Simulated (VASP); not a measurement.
# TaN (P-6m2) in VASP: single point with HSE06

Aim: the single point of TaN with HSE06.

Program: VASP 6.6.1. These are calculated values, not measurements. Logs are shortened: lines on timing, memory, paths and dates and some standing lists are left out, and cuts for length are marked.

**1. Starting point**

It takes space group P-6m2 (No. 187, hexagonal). The conventional cell has a = 2.926 Å, b = 2.926 Å, c = 2.873 Å, α = 90.00°, β = 90.00°, γ = 120.00°. Ta (site symmetry -6m2) has 6 N at 2.22 Å as nearest neighbours. N (site symmetry -6m2) has 6 Ta at 2.22 Å as nearest neighbours.

The cell comes from a database or a generator and needn't be the stable form of this composition.

**2. Single point, HSE06**

File POSCAR:

```
TaN
1.0
    2.9257600000      0.0000000000      0.0000000000
   -1.4628800000      2.5337800000      0.0000000000
    0.0000000000      0.0000000000      2.8729500000
Ta N
1 1
Direct
    0.0000000000      1.0000000000      0.5000000000
    0.6666700000      0.3333300000      0.0000000000
```

File INCAR.step1:

```
SYSTEM = TaN
PREC = Accurate ; ENCUT = 520
EDIFF = 1E-5 ; ISMEAR = 0
SIGMA = 0.1 ; LREAL = .False.
LASPH = .True. ; NELM = 80
ALGO = Normal ; ISIF = 2
LWAVE = .True. ; LCHARG = .False.
NBANDS = 15 ; GGA = PE
```

File INCAR.step2:

```
SYSTEM = TaN
PREC = Accurate ; ENCUT = 520
EDIFF = 1E-6 ; ISMEAR = 0
SIGMA = 0.1 ; LREAL = .False.
LASPH = .True. ; NELM = 80
ALGO = Normal ; ISIF = 2
LWAVE = .False. ; LCHARG = .False.
GGA = PE ; LHFCALC = .True.
HFSCREEN = 0.2 ; PRECFOCK = Fast
NBANDS = 15 ; ISTART = 1
```

File KPOINTS:

```
Automatic mesh
0
Gamma
  9 9 8
  0 0 0
```

Potentials or basis: VASP PAW PBE potentials, release 64 (Ta_pv, N).

Launch:

```bash
cat potpaw_PBE.64/Ta_pv/POTCAR potpaw_PBE.64/N/POTCAR > POTCAR
cp INCAR.step1 INCAR
mpirun -np 1 vasp_std > vasp.out
cp INCAR.step2 INCAR
mpirun -np 1 vasp_std > vasp.out
```

OUTCAR:

```text
SYSTEM = TaN
   PREC = Accurate
   ENCUT = 520
   EDIFF = 1E-6
   ISMEAR = 0
   LREAL = .False.
   LASPH = .True.
   NELM = 80
   ISIF = 2
   GGA = PE
   LHFCALC = .True.
   HFSCREEN = 0.2
   PRECFOCK = Fast
   ISTART = 1

 ion  position               nearest neighbor table
   1  0.000  0.000  0.500-   2 2.22   2 2.22   2 2.22   2 2.22   2 2.22   2 2.22
   2  0.667  0.333  0.000-   1 2.22   1 2.22   1 2.22   1 2.22   1 2.22   1 2.22

  LATTYP: Found a hexagonal cell.
 ALAT       =     2.9257600000
 C/A-ratio  =     0.9819499891

  Lattice vectors:

 A1 = (   2.9257600000,   0.0000000000,   0.0000000000)
 A2 = (  -1.4628800000,   2.5337800000,   0.0000000000)
 A3 = (   0.0000000000,   0.0000000000,   2.8729500000)

Analysis of symmetry for initial positions (statically):
=====================================================================
 Subroutine PRICEL returns:
 Original cell was already a primitive cell.

 Routine SETGRP: Setting up the symmetry group for a
 hexagonal supercell.

 Subroutine GETGRP returns: Found  4 space group operations
 (whereof  4 operations were pure point group operations)
 out of a pool of 24 trial point group operations.

The static configuration has the point symmetry C_2v.

Analysis of symmetry for dynamics (positions and initial velocities):
=====================================================================
 Subroutine PRICEL returns:
 Original cell was already a primitive cell.

 Routine SETGRP: Setting up the symmetry group for a
 hexagonal supercell.

 Subroutine GETGRP returns: Found  4 space group operations
 (whereof  4 operations were pure point group operations)
 out of a pool of 24 trial point group operations.

The dynamic configuration has the point symmetry C_2v.

 Subroutine INISYM returns: Found  4 space group operations
 (whereof  4 operations are pure point group operations),
 and found     1 'primitive' translations

----------------------------------------------------------------------------------------

                                     Primitive cell

  volume of cell :      21.2978

  direct lattice vectors                    reciprocal lattice vectors
     2.925760000  0.000000000  0.000000000     0.341791535  0.197333628  0.000000000
    -1.462880000  2.533780000  0.000000000     0.000000000  0.394667256  0.000000000
     0.000000000  0.000000000  2.872950000     0.000000000  0.000000000  0.348074279

  length of vectors
     2.925760000  2.925757848  2.872950000     0.394666966  0.394667256  0.348074279

  position of ions in fractional coordinates (direct lattice)
     0.000000000  0.000000000  0.500000000
     0.666670000  0.333330000  0.000000000

  ion indices of the primitive-cell ions
   primitive index   ion index
                 1           1
                 2           2

----------------------------------------------------------------------------------------

 KPOINTS: Automatic mesh

Automatic generation of k-mesh.
 Grid dimensions read from file:
 generate k-points for:    9    9    8

 Generating k-lattice:

  Cartesian coordinates                     Fractional coordinates (reciprocal lattice)
     0.037976837  0.021925959  0.000000000     0.111111111  0.000000000  0.000000000
     0.000000000  0.043851917  0.000000000     0.000000000  0.111111111  0.000000000
     0.000000000  0.000000000  0.043509285     0.000000000  0.000000000  0.125000000

  Length of vectors
     0.043851885  0.043851917  0.043509285

  Shift w.r.t. Gamma in fractional coordinates (k-lattice)
     0.000000000  0.000000000  0.000000000

 Subroutine IBZKPT returns following result:
 ===========================================

 Found    125 irreducible k-points:

 Following reciprocal coordinates:
            Coordinates               Weight
  0.000000  0.000000  0.000000      1.000000
  0.111111 -0.000000  0.000000      4.000000
 -0.111111  0.111111  0.000000      2.000000
  0.222222 -0.000000  0.000000      4.000000
 -0.222222  0.222222  0.000000      2.000000
  0.333333 -0.000000  0.000000      4.000000
[... 16 lines left out ...]
 -0.222222 -0.444444  0.000000      4.000000
  0.444444  0.333333  0.000000      4.000000
 [... further k-points ...]
   k-points           NKPTS =    125   k-points in BZ     NKDIM =    648   number of bands    NBANDS=     15
   number of dos      NEDOS =    301   number of ions     NIONS =      2
   total plane-waves  NPLWV =  13824
   dimension x,y,z NGX =    24 NGY =   24 NGZ =   24
   dimension x,y,z NGXF=    48 NGYF=   48 NGZF=   48
   ions per type =               1   1
   NGX,Y,Z   is equivalent  to a cutoff of  13.64, 13.64, 13.89 a.u.
   NGXF,Y,Z  is equivalent  to a cutoff of  27.27, 27.27, 27.78 a.u.
 SYSTEM =  TaN
   PREC   = accura    normal or accurate (medium, high low for compatibility)
   ISTART =      1    job   : 0-new  1-cont  2-samecut
   ICHARG =      0    charge: 1-file 2-atom 10-const
   ISPIN  =      1    spin polarized calculation?
   LNONCOLLINEAR =      F non collinear calculations
   LSORBIT =      F    spin-orbit coupling
   LASPH  =      T    aspherical Exc in radial PAW
   ENCUT  =  520.0 eV  38.22 Ry    6.18 a.u.   5.44  5.44  5.34*2*pi/ulx,y,z
   NELM   =     80;   NELMIN=  2; NELMDL=  0     # of ELM steps
   EDIFF  = 0.1E-05   stopping-criterion for ELM
   LREAL  =      F    real-space projection
   EDIFFG = 0.1E-04   stopping-criterion for IOM
   NSW    =      0    number of steps for IOM
   IBRION =     -1    ionic relax: 0-MD 1-quasi-New 2-CG
   NFREE  =      0    steps in history (QN), initial steepest desc. (CG)
   ISIF   =      2    stress and relaxation
   ISYM   =      3    0-nonsym 1-usesym 2-fastsym
   POTIM  = 0.5000    time-step for ionic-motion
   TEBEG  =    0.0;   TEEND  =   0.0 temperature during run
   PSTRESS=    0.0 pullay stress
   NELECT =      16.0000    total number of electrons
   NUPDOWN=      -1.0000    fix difference up-down
   EMIN   =  10.00;   EMAX   =-10.00  energy-range for DOS
   EFERMI =   0.00;   METHOD = LEGACY
   ISMEAR =     0;   SIGMA  =   0.10  broadening in eV -4-tet -1-fermi 0-gaus
   EFERMI_NEDOS =   21; number of points for ismear=-14 and -15
   IALGO  =     38    algorithm
   IMIX   =      1    mixing-type and parameters
     AMIX     =   0.40;   BMIX     =  1.00
     AMIX_MAG =   1.60;   BMIX_MAG =  1.00
  volume/ion in A,a.u.               =      10.65        71.86
  Fermi-wavevector in a.u.,A,eV,Ry     =   1.488228  2.812344 30.134509  2.214824
  Thomas-Fermi vector in A             =   2.601290
   LORBIT       =      0    0 simple, 1 ext, 2 COOP (PROOUT), +10 PAW based schemes
   GGA     = PE    functional components
   LHFCALC =     T    Hartree Fock is set to
   PRECFOCK=fast      Normal, Fast or Accurate (Low or Medium for compatibility)
   ENCUT4O =  -1.0   cutoff for four orbital integrals eV
   NKREDX  =     1    reduce k-point grid by
   NKREDY  =     1    reduce k-point grid by
   NKREDZ  =     1    reduce k-point grid by
   AEXX    =    0.2500 exact exchange contribution
   HFSCREEN=    0.2000 screening length (either q_TF or 0.3 A-1)
   HFSCREENC=   0.2000 screening length for correlation (either q_TF or 0.3 A-1)
   ENCUTFOCK=  -1.0 apply spherical cutoff to Coloumb kernel
   IVDW    =     0    specifies the selected vdW correction
   LEPSILON=     F    determine dielectric tensor
   LRPA    =     F    only Hartree local field effects (RPA)
 non-spin polarized calculation
 Gauss-broadening in eV      SIGMA  =   0.10
  energy-cutoff  :      520.00
  volume of cell :       21.30
 maximum number of plane-waves:       599
 NGX is ok and might be reduce to    24
  NGX = 12; NGY = 12; NGZ = 12

 number of electron      16.0000000 magnetization

 Free energy of the ion-electron system (eV)
  ---------------------------------------------------
  ext. energy  EPLUGINS =         0.00000000
  ---------------------------------------------------
  free energy    TOTEN  =       -26.43715700 eV

  energy without entropy =      -26.43686537  energy(sigma->0) =      -26.43701118

 E-fermi :   8.5157     XC(G=0): -10.9273

 val. band max:        8.3499471355   @ k =   0.0000   0.0000   0.5000
 cond. band min:       8.5622767011   @ k =   0.0000   0.0000   0.3750
 fundamental gap:      0.2123295656
 Fermi energy:         8.5156823030

 k-point     1 :       0.0000    0.0000    0.0000
  band No.  band energies     occupation
      1     -29.1006      2.00000
      2     -28.8143      2.00000
      3     -28.8143      2.00000
      4     -11.8667      2.00000
      5       2.8430      2.00000
      6       2.8431      2.00000
      7       3.3126      2.00000
      8       4.6388      2.00000
      9      11.1669      0.00000
     10      12.5945      0.00000
     11      12.5946      0.00000
     12      13.1456      0.00000
     13      13.1457      0.00000
     14      22.4348      0.00000
     15      23.6005      0.00000

 k-point     2 :       0.1111   -0.0000    0.0000
  band No.  band energies     occupation
      1     -29.0799      2.00000
      2     -28.9708      2.00000
      3     -28.8470      2.00000
      4     -11.5857      2.00000
      5       2.0770      2.00000
      6       3.0500      2.00000
      7       3.6796      2.00000
      8       4.2621      2.00000
      9      11.9494      0.00000
     10      12.1904      0.00000
     11      12.6333      0.00000
     12      13.0015      0.00000
     13      13.4926      0.00000
     14      22.4086      0.00000
     15      23.5993      0.00000
[... 365 lines left out ...]
      3     -28.9121      2.00000
      4      -9.0945      2.00000
      5      -0.7696      2.00000
      6       2.1402      2.00000
      7       2.2187      2.00000
      8       7.0072      2.00000
      9      10.3117      0.00000
     10      10.4596      0.00000
     11      12.7180      0.00000
     12      16.5698      0.00000
     13      20.2071      0.00000
     14      22.4940      0.00000
     15      23.5990      0.00000

 k-point    24 :       0.4444    0.3333    0.0000
  band No.  band energies     occupation
      1     -29.8556      2.00000
      2     -29.3921      2.00000
      3     -28.9121      2.00000
      4      -9.0945      2.00000
      5      -0.7696      2.00000
      6       2.1402      2.00000
      7       2.2186      2.00000
      8       7.0072      2.00000
      9      10.3118      0.00000
     10      10.4596      0.00000
     11      12.7180      0.00000
     12      16.5699      0.00000
     13      20.2071      0.00000
     14      22.4940      0.00000
     15      23.5990      0.00000

 [... further k-points ...]
[... 5 lines left out ...]
  --------------------------------------------------------------------------------------
  -------------------------------------------------------------------------------------
  Total        0.0007243     -0.0012508      0.0430857     -0.0017105      0.0000000      0.0000000
  in kB        0.0544856     -0.0940928      3.2412134     -0.1286727      0.0000000      0.0000000
  external PRESSURE =       1.0672021 kB  Pullay stress =       0.0000000 kB

 VOLUME and BASIS-vectors are now :
 -----------------------------------------------------------------------------
  energy-cutoff  :      520.00
  volume of cell :       21.30
      direct lattice vectors                 reciprocal lattice vectors
     2.925760000  0.000000000  0.000000000     0.341791535  0.197333628  0.000000000
    -1.462880000  2.533780000  0.000000000     0.000000000  0.394667256  0.000000000
     0.000000000  0.000000000  2.872950000     0.000000000  0.000000000  0.348074279

 POSITION                                       TOTAL-FORCE (eV/Angst)
 -----------------------------------------------------------------------------------
      0.00000      0.00000      1.43647         0.000204     -0.000118      0.000000
      1.46289      0.84458      0.00000        -0.000204      0.000118      0.000000
 -----------------------------------------------------------------------------------
    total drift:                               -0.000012     -0.000024     -0.000000

  FREE ENERGIE OF THE ION-ELECTRON SYSTEM (eV)
  ---------------------------------------------------
  free  energy   TOTEN  =       -26.4371569951 eV

  energy  without entropy=      -26.4368653704  energy(sigma->0) =      -26.43701118
```

Run time: 85 min. Hardware: 1 thread of Intel Xeon Platinum 8488C (Sapphire Rapids), shared host; peak memory 0.3 GiB.

What came out:

* Free energy: -26.4372 eV
* Pressure: 0.1 GPa
* Band gap on the k mesh: none (metal or under the smearing width)

Stress tensor (GPa, compression positive):
```
 0.01 -0.01  0.00
-0.01 -0.01  0.00
 0.00  0.00  0.32
```

Caveat: the PAW data sets were made with another functional, which shifts forces and pressure a little. Spin-orbit coupling is left out, which matters for the levels of Ta.
